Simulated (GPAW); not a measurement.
Here is a GPAW 26.7.0 calculation.

Contents of run.py:

```python
import json
import numpy as np
import subprocess
from ase import Atoms
from ase.dft.bandgap import bandgap
from ase.io import write
from gpaw import GPAW, PW
from gpaw.wannier.wannier90 import Wannier90

atoms = Atoms(['Cu', 'Cu', 'O', 'O'],
              cell=[[2.34185, -1.7113, 0.0],
                    [2.34185, 1.7113, 0.0],
                    [-0.8500274268, 0.0, 5.0578693947]],
              scaled_positions=[[0.5, 0.0, 0.5],
                                [0.0, 0.5, 0.0],
                                [0.4184, 0.5816, 0.75],
                                [0.5816, 0.4184, 0.25]],
              pbc=True)

calc = GPAW(mode=PW(800),
            xc={'name': 'vdW-DF', 'backend': 'libvdwxc'},
            kpts={'size': (10, 10, 5), 'gamma': True},
            occupations={'name': 'fermi-dirac', 'width': 0.05},
            nbands=33,
            convergence={'density': 1e-05, 'energy': 1e-05},
            maxiter=150,
            txt='gpaw.txt')
atoms.calc = calc
energy = atoms.get_potential_energy()
forces = atoms.get_forces()
calc.write('gs.gpw')
write('result.traj', atoms)
print(f'Energy: {energy:.6f} eV')
print('Forces (eV/A):')
print(forces.round(4))
print('Fermi level:', round(calc.get_fermi_level(), 4), 'eV')
print(f'Gap: {bandgap(calc)[0]:.4f} eV, direct: {bandgap(calc, direct=True)[0]:.4f} eV')

nwann = sum(2 * l + 1 for setup in calc.setups for n, l in zip(setup.n_j, setup.l_j) if n > 0)
nbands = nwann + 8
full = calc.fixed_density(kpts={'size': (4, 4, 4), 'gamma': True}, symmetry='off', nbands=nbands + 6,
                          convergence={'bands': nbands, 'eigenstates': 1e-7}, txt='full.txt')
frozen = min(3.0, full.eigenvalues()[0, :, nwann].min() - full.get_fermi_level() - 0.01)  # at most nwann bands inside
w90 = Wannier90(full, seed='w90', bands=range(nbands), spin=0)
w90.write_input(num_iter=500, dis_num_iter=500, dis_froz_max=frozen, search_shells=40)
subprocess.run(['wannier90.x', '-pp', 'w90'], check=True)
w90.write_projections()
w90.write_eigenvalues()
w90.write_overlaps()
subprocess.run(['wannier90.x', 'w90'], check=True)

words = open('w90_hr.dat').read().split('\n', 1)[1].split()
nr = int(words[1])
degeneracy = np.array(words[2:2 + nr], float)
hr = np.array(words[2 + nr:], float).reshape((nr, nwann, nwann, 7))
R, H = hr[:, 0, 0, :3], (hr[..., 5] + 1j * hr[..., 6]) / degeneracy[:, None, None]
path = atoms.cell.bandpath('GYFLI,I1ZF1,YX1,XGN,MG', npoints=40, eps=1e-4)
interp = np.array([np.linalg.eigvalsh(np.einsum('r,rji->ij', np.exp(2j * np.pi * R @ k), H)) for k in path.kpts])
exact = calc.fixed_density(kpts=path, symmetry='off', nbands=nwann + 6, convergence={'bands': nwann, 'eigenstates': 1e-7},
                           txt='bands.txt').band_structure().energies[0, :, :nwann]
print(f'Frozen window up to {frozen:.3f} eV over the Fermi level')
window = exact < calc.get_fermi_level() + frozen
miss = abs(interp - exact)[window]
print(f'{nwann} functions; bands in the frozen window, Wannier less DFT: mean {miss.mean():.4f} eV, largest {miss.max():.4f} eV')
json.dump({'interp': interp.tolist(), 'exact': exact.tolist(), 'kpts': path.kpts.tolist(), 'miss': [miss.mean(), miss.max()],
           'onsite': H[abs(R).sum(1).argmin()].diagonal().real.tolist()}, open('wannier.json', 'w'))
```

Potentials or basis: GPAW PAW data sets (gpaw-data 1.2.1), pw.

The run is started by

```sh
$ OMP_NUM_THREADS=1 python run.py
```

Question: Estimate the total Wannier spread.

Answer: 14.84 Å² over 26 functions.

Question: What does it give for the band gap on the k mesh?

Answer: None (metal or under the smearing width).

Question: Estimate the largest force.

Answer: 0.030 eV/Å.

Wannier centres (Å) and spreads (Å²):
```
function      x       y       z  spread
       1  0.763  -0.233   2.434   0.890
       2  0.729  -1.478   2.624   0.890
       3  0.676  -0.775   3.140   0.911
       4  1.324  -0.914   2.635   0.883
       5  0.746  -0.856   2.529   0.191
       6  0.746  -0.856   2.529   0.198
       7  0.815  -0.936   1.918   0.912
       8  0.746  -0.856   2.529   0.178
       9  0.168  -0.797   2.423   0.883
      10  1.174   0.230  -0.064   0.889
      11  1.168   1.482   0.065   0.889
      12  1.213   0.896  -0.622   0.913
      13  1.748   0.907   0.085   0.883
      14  1.171   0.856   0.000   0.192
      15  1.171   0.856   0.000   0.197
      16  1.129   0.815   0.622   0.913
      17  1.171   0.856   0.000   0.178
      18  0.594   0.804  -0.085   0.883
      19  1.520   0.085   3.900   0.365
      20  1.557   0.465   3.600   0.378
      21  1.820   0.444   4.017   0.378
      22  1.919   0.147   3.656   0.361
      23  1.945  -0.087   1.374   0.365
      24  1.982  -0.464   1.071   0.378
      25  2.248  -0.445   1.487   0.378
      26  2.342  -0.144   1.126   0.361
```

Caveat: the PAW data sets were made with another functional, which shifts forces and pressure a little; the run has no spin polarisation, though such a crystal can be magnetic; semilocal functionals often make such compounds metallic where correlation or magnetic order opens a gap, which also shifts bond lengths.
